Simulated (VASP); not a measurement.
Set up this calculation in VASP 6.6.1, as the native input.

```yaml
Task: band structure
Functional: PBEsol
Potentials_or_basis: VASP PAW PBE potentials, release 64 (In_d, As)
Cutoff: 520 eV
k_mesh: 10 × 10 × 10
Occupations: gaussian, width 0.03 eV
Spin: no spin polarisation
Further_INCAR_settings: ALGO = Normal; EDIFF = 1e-06; NBANDS = 16
```

The structure of InAs lies in POSCAR:

```
InAs                                    
1.0
    0.0000000000      3.0454540627      3.0454540627
    3.0454540627      0.0000000000      3.0454540627
    3.0454540627      3.0454540627      0.0000000000
  In              As            
     1     1
Direct
     0.0000000000000000    0.0000000000000000    0.0000000000000000
     0.2500000000000000    0.2500000000000000    0.2500000000000000
```

The cell was built by a generator and needn't be a form met in nature.

One way to write it, as run:

INCAR

```
PREC = Accurate
ENCUT = 520
EDIFF = 1E-6
ISMEAR = 0
SIGMA = 0.03
LREAL = F
LASPH = T
NELM = 80
ALGO = Normal
ISIF = 2
LWAVE = F
LCHARG = F
GGA = PS
NBANDS = 16
ICORELEVEL = 1
```

KPOINTS

```
regular mesh
0
Gamma
  10 10 10
```

KPOINTS_OPT

```
explicit points
159
Reciprocal
 0.0000000000  0.0000000000  0.0000000000 1
 0.0357142857  0.0000000000  0.0357142857 1
 0.0714285714  0.0000000000  0.0714285714 1
 0.1071428571  0.0000000000  0.1071428571 1
 0.1428571429  0.0000000000  0.1428571429 1
 0.1785714286  0.0000000000  0.1785714286 1
[... 151 lines left out ...]
 0.4250000000  0.0000000000  0.4250000000 1
 0.4500000000  0.0000000000  0.4500000000 1
```

Potentials or basis: VASP PAW PBE potentials, release 64 (In_d, As).

The run is started by

```sh
$ cat potpaw_PBE.64/In_d/POTCAR potpaw_PBE.64/As/POTCAR > POTCAR
$ mpirun -np 1 vasp_std > vasp.out
```

It gave:

| Item | Value |
| --- | --- |
| Pressure | 0.0 GPa |
| Band gap along the path | none (metal or under the smearing width) |

Caveat: the PAW data sets were made with another functional, which shifts forces and pressure a little; spin-orbit coupling is left out, which moves the levels of the heavy elements; this crystal is a semiconductor, whose small gap the functional closes, so the metal is an error of the method.

Run time: 32 s on 1 thread of Intel(R) Xeon(R) 6975P-C (Granite Rapids) (shared host), peak memory 0.22 GiB.
